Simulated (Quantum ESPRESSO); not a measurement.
A run of Quantum ESPRESSO 7.5 is set up as follows.

File pw.in:

```
&CONTROL
  calculation = 'scf'
  prefix = 'pwscf'
  outdir = './tmp'
  pseudo_dir = './pseudo'
  tprnfor = .true.
  tstress = .true.
  disk_io = 'low'
/
&SYSTEM
  ibrav = 0
  nat = 2
  ntyp = 2
  ecutwfc = 80
  nbnd = 15
  occupations = 'smearing'
  smearing = 'fd'
  degauss = 0.00367493
/
&ELECTRONS
  conv_thr = 4d-10
  electron_maxstep = 120
  mixing_beta = 0.5
/
ATOMIC_SPECIES
Ga    69.7230 Ga.upf
P     30.9738 P.upf
CELL_PARAMETERS bohr
   0.0000000000    5.1499761211    5.1499761211
   5.1499761211    0.0000000000    5.1499761211
   5.1499761211    5.1499761211    0.0000000000
ATOMIC_POSITIONS bohr
Ga     0.0000000000    0.0000000000    0.0000000000
P      7.7249641817    7.7249641817    7.7249641817
K_POINTS automatic
6 6 6 0 0 0
```

scf2.in

```
&CONTROL
  calculation = 'scf'
  prefix = 'pwscf'
  outdir = './tmp'
  pseudo_dir = './pseudo'
  tprnfor = .true.
  tstress = .true.
  disk_io = 'low'
/
&SYSTEM
  ibrav = 0
  nat = 2
  ntyp = 2
  ecutwfc = 80
  nbnd = 15
  occupations = 'fixed'
/
&ELECTRONS
  conv_thr = 1d-13
  electron_maxstep = 120
  mixing_beta = 0.5
  startingpot = 'file'
  startingwfc = 'file'
/
ATOMIC_SPECIES
Ga    69.7230 Ga.upf
P     30.9738 P.upf
CELL_PARAMETERS bohr
   0.0000000000    5.1499761211    5.1499761211
   5.1499761211    0.0000000000    5.1499761211
   5.1499761211    5.1499761211    0.0000000000
ATOMIC_POSITIONS bohr
Ga     0.0000000000    0.0000000000    0.0000000000
P      7.7249641817    7.7249641817    7.7249641817
K_POINTS automatic
6 6 6 0 0 0
```

Contents of ph.in:

```
dielectric of GaP
&INPUTPH
  prefix = 'pwscf'
  outdir = './tmp'
  tr2_ph = 1d-18
  fildyn = 'dyn'
  niter_ph = 90
  alpha_mix(1) = 0.7
  epsil = .true.
  trans = .false.
  zeu = .true.
/
0.0000000000 0.0000000000 0.0000000000
```

Potentials or basis: PseudoDojo 0.4.1 SR LDA standard.

Launch:

```console
$ OMP_NUM_THREADS=1 pw.x -in pw.in > pw.out
$ OMP_NUM_THREADS=1 pw.x -in scf2.in > scf2.out
$ OMP_NUM_THREADS=1 ph.x -in ph.in > ph.out
```

Estimate the electronic dielectric tensor (diagonal).

14.27.

What does it give for the Born charges (mean of the diagonal)?

Ga +2.09; P -2.54 e.

Predict the pressure.

-2.9 GPa.

Predict the band gap on the k mesh.

1.50 eV, indirect (least direct gap 1.60 eV).

Born effective charge tensors (e):
atom 1, Ga
```
2.09 0.00 0.00
0.00 2.09 0.00
0.00 0.00 2.09
```
atom 2, P
```
-2.54  0.00  0.00
 0.00 -2.54  0.00
 0.00  0.00 -2.54
```

Caveat: the mesh is thin for the dielectric tensor, Born charges and intensities, which usually come out too large; on a mesh that holds Γ this program's dielectric tensor can be off by some percent beyond the error of the mesh; the Born charges break their sum rule by 0.46 e, a sign of too thin a mesh.

**The experiment to reproduce.**

“Stacking defects in GaP nanowires: Electronic structure and optical properties”, 2018, arxiv:1810.01194 quotes, for a bulk crystal of GaP at 10 K: band gap 2.34 eV (indirect).

Measured gap of GaP: 2.34 eV (indirect; 10 K; quoted in “Stacking defects in GaP nanowires: Electronic structure and optical properties”, 2018, arxiv:1810.01194). This calculation gives 1.50 eV (-0.84 eV). Spin-orbit coupling on Ga is left out. The value is that of LDA on a finite k mesh, which can miss the band edges, without temperature or zero-point motion. Semilocal functionals fall short of measured gaps as a rule.
